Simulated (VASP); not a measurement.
# Si3Ge (P3m1) in VASP: further runs

Aim: see how the results for Si3Ge move with the level of theory and the settings. Levels: PBE, r2SCAN. Tasks: relaxation of cell and atoms, single point.

All numbers are computed with VASP 6.6.1; they aren't measurements. Logs are shortened: lines on timing, memory, paths and dates and some standing lists are left out, and cuts for length are marked.

## 1. Starting point

Symmetry: P3m1, No. 156, trigonal system. Conventional cell: a = 3.903 Å, b = 3.903 Å, c = 6.441 Å, α = 90.00°, β = 90.00°, γ = 120.00°. Si (site symmetry 3m) has 1 Si at 2.38 Å and 3 Ge at 2.40 Å as nearest neighbours. Si (site symmetry 3m) is surrounded by 3 Si at 2.39 Å and 1 Ge at 2.44 Å. Si (site symmetry 3m) is surrounded by 4 Si at 2.38 to 2.39 Å. Around Ge (site symmetry 3m) lie 4 Si at 2.40 to 2.44 Å.

The cell was built by a generator and needn't be a form met in nature.

## 2. Relaxation of cell and atoms, PBE

INCAR reads:

```
  ALGO = Normal
  EDIFF = 1E-6
  EDIFFG = -0.01
  ENCUT = 520
  GGA = PE
  IBRION = 2
  ISIF = 3
  ISMEAR = 0
  KPAR = 4
  LASPH = T
  LCHARG = F
  LREAL = F
  LWAVE = F
  NELM = 120
  NSW = 90
  PREC = Accurate
  SIGMA = 0.1
```

KPOINTS reads:

```
k-points
0
Gamma
  10 10 6
```

POSCAR reads:

```
Si3Ge
1.0
    3.9030829500      0.0000000000      0.0000000000
   -1.9515414700      3.3801689900      0.0000000000
    0.0000000000      0.0000000000      6.4410000000
Si Ge
3 1
Direct
    0.6666666700      0.3333333300      0.9329296700
    0.3333333300      0.6666666700      0.4413910900
    0.6666666700      0.3333333300      0.5628008100
    0.3333333300      0.6666666700      0.0627231800
```

Potentials or basis: VASP PAW PBE potentials, release 64 (Si, Ge_d).

Launch:

```
$ cat potpaw_PBE.64/Si/POTCAR potpaw_PBE.64/Ge_d/POTCAR > POTCAR
$ mpirun -np 4 vasp_std > vasp.out
```

OUTCAR:

```text
EDIFF = 1E-6
   EDIFFG = -0.01
   ENCUT = 520
   GGA = PE
   IBRION = 2
   ISIF = 3
   ISMEAR = 0
   LASPH = T
   LREAL = F
   NELM = 120
   NSW = 90
   PREC = Accurate

 ion  position               nearest neighbor table
   1  0.667  0.333  0.933-   3 2.38   4 2.40   4 2.40   4 2.40
   2  0.333  0.667  0.441-   3 2.39   3 2.39   3 2.39   4 2.44
   3  0.667  0.333  0.563-   1 2.38   2 2.39   2 2.39   2 2.39
   4  0.333  0.667  0.063-   1 2.40   1 2.40   1 2.40   2 2.44

  LATTYP: Found a hexagonal cell.
 ALAT       =     3.9030829500
 C/A-ratio  =     1.6502339516

  Lattice vectors:

 A1 = (   3.9030829500,   0.0000000000,   0.0000000000)
 A2 = (  -1.9515414700,   3.3801689900,   0.0000000000)
 A3 = (   0.0000000000,   0.0000000000,   6.4410000000)

Analysis of symmetry for initial positions (statically):
=====================================================================
 Subroutine PRICEL returns:
 Original cell was already a primitive cell.

 Routine SETGRP: Setting up the symmetry group for a
 hexagonal supercell.

 Subroutine GETGRP returns: Found  6 space group operations
 (whereof  6 operations were pure point group operations)
 out of a pool of 24 trial point group operations.

The static configuration has the point symmetry C_3v.

Analysis of symmetry for dynamics (positions and initial velocities):
=====================================================================
 Subroutine PRICEL returns:
 Original cell was already a primitive cell.

 Routine SETGRP: Setting up the symmetry group for a
 hexagonal supercell.

 Subroutine GETGRP returns: Found  6 space group operations
 (whereof  6 operations were pure point group operations)
 out of a pool of 24 trial point group operations.

The dynamic configuration has the point symmetry C_3v.

 Subroutine INISYM returns: Found  6 space group operations
 (whereof  6 operations are pure point group operations),
 and found     1 'primitive' translations

----------------------------------------------------------------------------------------

                                     Primitive cell

  volume of cell :      84.9766

  direct lattice vectors                    reciprocal lattice vectors
     3.903082950  0.000000000  0.000000000     0.256207724  0.147921598  0.000000000
    -1.951541470  3.380168990  0.000000000     0.000000000  0.295843197  0.000000000
     0.000000000  0.000000000  6.441000000     0.000000000  0.000000000  0.155255395

[... 100 lines left out ...]
   EMIN   =  10.00;   EMAX   =-10.00  energy-range for DOS
   EFERMI =   0.00;   METHOD = LEGACY
   ISMEAR =     0;   SIGMA  =   0.10  broadening in eV -4-tet -1-fermi 0-gaus
   EFERMI_NEDOS =   21; number of points for ismear=-14 and -15
   IALGO  =     38    algorithm
   IMIX   =      4    mixing-type and parameters
     AMIX     =   0.40;   BMIX     =  1.00
     AMIX_MAG =   1.60;   BMIX_MAG =  1.00
  volume/ion in A,a.u.               =      21.24       143.36
  Fermi-wavevector in a.u.,A,eV,Ry     =   1.103145  2.084643 16.557337  1.216930
  Thomas-Fermi vector in A             =   2.239599
   LORBIT       =      0    0 simple, 1 ext, 2 COOP (PROOUT), +10 PAW based schemes
   GGA     = PE    functional components
   LHFCALC =     F    Hartree Fock is set to
   AEXX    =    0.0000 exact exchange contribution
   IVDW    =     0    specifies the selected vdW correction
   LEPSILON=     F    determine dielectric tensor
   LRPA    =     F    only Hartree local field effects (RPA)
 conjugate gradient relaxation of ions
 non-spin polarized calculation
 Gauss-broadening in eV      SIGMA  =   0.10
  energy-cutoff  :      520.00
  volume of cell :       84.98
 maximum number of plane-waves:      2316
 NGX is ok and might be reduce to    30
   NGX = 15   NGY = 15   NGZ = 23

--------------------------------------- Ionic step        1  -------------------------------------------

 number of electron      25.9999984 magnetization

 Free energy of the ion-electron system (eV)
  ---------------------------------------------------
  ext. energy  EPLUGINS =         0.00000000
  ---------------------------------------------------
  free energy    TOTEN  =       -20.68186844 eV

  energy without entropy =      -20.68186414  energy(sigma->0) =      -20.68186629

------------------------ aborting loop because EDIFF is reached ----------------------------------------

  FORCE on cell =-STRESS in cart. coord.  units (eV):
  Direction    XX          YY          ZZ          XY          YZ          ZX
  --------------------------------------------------------------------------------------
  -------------------------------------------------------------------------------------
  Total       -0.2419135     -0.2419135     -0.1826623     -0.0000000      0.0000000     -0.0000000
  in kB       -4.5611177     -4.5611177     -3.4439761     -0.0000000      0.0000000     -0.0000000
  external PRESSURE =      -4.1887372 kB  Pullay stress =       0.0000000 kB
[... 177 lines left out ...]
--------------------------------------- Ionic step        6  -------------------------------------------

 number of electron      25.9999984 magnetization

 Free energy of the ion-electron system (eV)
  ---------------------------------------------------
  ext. energy  EPLUGINS =         0.00000000
  ---------------------------------------------------
  free energy    TOTEN  =       -20.68267748 eV

  energy without entropy =      -20.68267171  energy(sigma->0) =      -20.68267459

 E-fermi :   5.8361     XC(G=0):  -9.4605

 val. band max:        5.6303476602   @ k =   0.0000   0.0000   0.0000
 cond. band min:       6.0581750837   @ k =   0.5000  -0.0000   0.0000
 fundamental gap:      0.4278274235
 Fermi energy:         5.8360720159

 k-point     1 :       0.0000    0.0000    0.0000
  band No.  band energies     occupation
      1     -18.8048      2.00000
      2     -18.8001      2.00000
      3     -18.8001      2.00000
      4     -18.7751      2.00000
      5     -18.7751      2.00000
      6      -6.6712      2.00000
[... 457 lines left out ...]
      4     -18.7771      2.00000
      5     -18.7712      2.00000
      6      -4.5269      2.00000
[... 9 lines left out ...]
     16       8.4896      0.00000
     17       9.1727      0.00000

 [... further k-points ...]

------------------------ aborting loop because EDIFF is reached ----------------------------------------

  FORCE on cell =-STRESS in cart. coord.  units (eV):
  Direction    XX          YY          ZZ          XY          YZ          ZX
  --------------------------------------------------------------------------------------
  -------------------------------------------------------------------------------------
  Total       -0.0148105     -0.0148105     -0.0042399     -0.0000000      0.0000000     -0.0000000
  in kB       -0.2808051     -0.2808051     -0.0803877     -0.0000000      0.0000000     -0.0000000
  external PRESSURE =      -0.2139993 kB  Pullay stress =       0.0000000 kB
[... 19 lines left out ...]
  FREE ENERGIE OF THE ION-ELECTRON SYSTEM (eV)
  ---------------------------------------------------
  free  energy   TOTEN  =       -20.6826774751 eV

  energy  without entropy=      -20.6826717105  energy(sigma->0) =      -20.68267459

 reached required accuracy - stopping structural energy minimisation
```

Wall time 82 s (4 MPI ranks of Intel Xeon Platinum 8259CL at 2.50GHz (Skylake/Cascade Lake), shared host); peak memory 0.28 GiB.

What came out:

```
Free energy                            : -20.6827 eV
Relaxed volume                         : 21.13 Å³/atom
Relaxed cell                           : a = 3.895 Å, b = 3.895 Å, c = 6.432 Å, α = 90.00°, β = 90.00°, γ = 120.00°
Space group after relaxing (to 0.05 Å) : P3m1 (No. 156)
Energy gained by relaxing              : 0.2 meV/atom
Ionic steps                            : 6
Pressure after relaxing                : 0.0 GPa
Largest force after relaxing           : 0.007 eV/Å
Band gap on the k mesh                 : 0.43 eV, indirect (least direct gap 0.63 eV)
```

Forces on the atoms (eV/Å):
```
Si   0.000  0.000 -0.005
Si   0.000  0.000  0.003
Si   0.000  0.000 -0.004
Ge   0.000  0.000  0.007
```

Step by step:
```csv
step,energy change (eV),largest force (eV/Å),pressure (GPa),volume (Å³)
1,0.0000,0.0427,-0.42,84.98
2,-0.0006,0.0211,0.20,84.30
3,-0.0008,0.0252,0.06,84.48
4,-0.0008,0.0262,-0.02,84.50
5,-0.0008,0.0248,0.05,84.49
6,-0.0008,0.0065,-0.02,84.50
```

Final structure:
```
Si Ge
1.0
     3.89478    0.00000    0.00000
    -1.94739    3.37298    0.00000
     0.00000    0.00000    6.43246
Si Ge
3 1
Direct
  0.66667 0.33333 0.93249
  0.33333 0.66667 0.44164
  0.66667 0.33333 0.56263
  0.33333 0.66667 0.06308
```

A k mesh can miss the band edges. PBE gaps usually lie below the measured ones, often by a third to a half.

## 3. Relaxation of cell and atoms, PBE

This run uses another cell than the first one, of 21.13 Å³/atom, 0.994 times its volume.

INCAR reads:

```
  ALGO = Normal
  EDIFF = 1E-7
  EDIFFG = -0.005
  ENCUT = 520
  GGA = PE
  IBRION = 2
  ISIF = 3
  ISMEAR = 0
  KPAR = 4
  LASPH = T
  LCHARG = F
  LREAL = F
  LWAVE = F
  NELM = 120
  NSW = 60
  POTIM = 0.3
  PREC = Accurate
  SIGMA = 0.1
```

KPOINTS is that of step 2.

POSCAR reads:

```
Si3Ge                                   
1.0
    3.8947836548     -0.0000000000     -0.0000000000
   -1.9473918224      3.3729815895     -0.0000000000
   -0.0000000000     -0.0000000000      6.4324565797
  Si              Ge            
     3     1
Direct
     0.6666666699999979    0.3333333300000021    0.9324947013670820
     0.3333333300000021    0.6666666699999979    0.4416360014544312
     0.6666666699999979    0.3333333300000021    0.5626318322096503
     0.3333333300000021    0.6666666699999979    0.0630822149688377
```

Potentials or basis: VASP PAW PBE potentials, release 64 (Si, Ge_d).

Launch:

```
$ cat potpaw_PBE.64/Si/POTCAR potpaw_PBE.64/Ge_d/POTCAR > POTCAR
$ mpirun -np 4 vasp_std > vasp.out
```

Wall time 42 s (4 MPI ranks of Intel Xeon Platinum 8259CL at 2.50GHz (Skylake/Cascade Lake), shared host); peak memory 0.26 GiB.

The run converged. Its results:

```yaml
Free_energy: -20.6826 eV
Relaxed_volume: 21.13 Å³/atom
Relaxed_cell: a = 3.895 Å, b = 3.895 Å, c = 6.433 Å, α = 90.00°, β = 90.00°, γ = 120.00°
Space_group_after_relaxing_to_0.05_Å: P3m1 (No. 156)
Energy_gained_by_relaxing: 0.0 meV/atom
Ionic_steps: 2
Pressure_after_relaxing: 0.0 GPa
Largest_force_after_relaxing: 0.004 eV/Å
Band_gap_on_the_k_mesh: 0.43 eV, indirect (least direct gap 0.63 eV)
```

Forces in eV/Å, atoms in the order of the input:
```
Si   0.000  0.000 -0.003
Si   0.000  0.000  0.002
Si   0.000  0.000 -0.002
Ge   0.000  0.000  0.004
```

Final structure:
```yaml
crystal:
  lattice:
    - [3.89488, 0.00000, 0.00000]
    - [-1.94744, 3.37306, 0.00000]
    - [0.00000, 0.00000, 6.43305]
  atoms:
    - { symbol: Si, position: [0.66667, 0.33333, 0.93247] }
    - { symbol: Si, position: [0.33333, 0.66667, 0.44165] }
    - { symbol: Si, position: [0.66667, 0.33333, 0.56261] }
    - { symbol: Ge, position: [0.33333, 0.66667, 0.06311] }
```

Levels at points of the mesh, in eV from the valence-band top:
```
           k point  band 10  band 11  band 12  band 13  band 14  band 15  band 16  band 17
(0.00, 0.00, 0.00)    -1.57    -0.36     0.00     0.00     0.63     1.99     1.99     2.01
(0.50, 0.00, 0.00)    -4.62    -3.08    -2.93    -1.47     0.43     2.15     3.14     3.21
(0.00, 0.00, 0.50)    -1.14    -1.14    -0.77    -0.77     1.39     1.52     2.78     2.78
(0.50, 0.00, 0.50)    -2.60    -2.55    -2.39    -2.32     0.61     0.91     1.63     1.98
```

## 4. Single point, r2SCAN

This run uses another cell than the first one, of 21.13 Å³/atom, 0.995 times its volume.

INCAR reads:

```
SYSTEM = Si3Ge
PREC = Accurate ; ENCUT = 520
EDIFF = 1E-6 ; ISMEAR = 0
SIGMA = 0.1 ; LREAL = .False.
LASPH = .True. ; NELM = 150
ALGO = Normal ; ISIF = 2
LWAVE = .False. ; LCHARG = .False.
METAGGA = R2SCAN ; LMIXTAU = .True.
KPAR = 4
```

KPOINTS reads:

```
regular mesh
0
Gamma
  10 10 6
  0 0 0
```

POSCAR reads:

```
Si3Ge                                   
1.0
    3.8948792273      0.0000000000      0.0000000000
   -1.9474396086      3.3730643577      0.0000000000
    0.0000000000      0.0000000000      6.4330479435
  Si              Ge            
     3     1
Direct
     0.6666666699999979    0.3333333300000021    0.9324706598265297
     0.3333333300000021    0.6666666699999979    0.4416486030079820
     0.6666666699999979    0.3333333300000021    0.5626130518391386
     0.3333333300000021    0.6666666699999979    0.0631124353263579
```

Launch:

```
$ cat potpaw_PBE.64/Si/POTCAR potpaw_PBE.64/Ge_d/POTCAR > POTCAR
$ mpirun -np 4 vasp_std > vasp.out
```

Run time: 2.2 min. Hardware: 4 MPI ranks of Intel Xeon Platinum 8259CL at 2.50GHz (Skylake/Cascade Lake), shared host; peak memory 0.27 GiB.

It converged, with:

```yaml
Free_energy: -40.0936 eV
Pressure: -1.9 GPa
Largest_force: 0.064 eV/Å
Band_gap_on_the_k_mesh: 0.63 eV, indirect (least direct gap 0.93 eV)
```

Forces on the atoms (eV/Å):
```
Si   0.000  0.000  0.052
Si   0.000  0.000 -0.064
Si   0.000  0.000 -0.002
Ge   0.000  0.000  0.015
```

Stress tensor (GPa, compression positive):
```
-1.98  0.00  0.00
 0.00 -1.98  0.00
 0.00  0.00 -1.80
```

Levels at points of the mesh, in eV from the valence-band top:
| k point | band 9 | band 10 | band 11 | band 12 | band 13 | band 14 | band 15 | band 16 | band 17 |
| --- | --- | --- | --- | --- | --- | --- | --- | --- | --- |
| (0.00, 0.00, 0.00) | -1.66 | -1.66 | -0.37 | 0.00 | 0.00 | 0.93 | 2.15 | 2.15 | 2.38 |
| (0.50, 0.00, 0.00) | -6.38 | -4.82 | -3.25 | -3.04 | -1.55 | 0.63 | 2.46 | 3.39 | 3.45 |
| (0.00, 0.00, 0.50) | -4.33 | -1.19 | -1.19 | -0.82 | -0.82 | 1.72 | 1.83 | 3.00 | 3.00 |
| (0.50, 0.00, 0.50) | -7.53 | -2.72 | -2.69 | -2.51 | -2.45 | 0.83 | 1.14 | 1.86 | 2.24 |

Caveat: the PAW data sets were made with another functional, which shifts forces and pressure a little. A k mesh can miss the band edges.
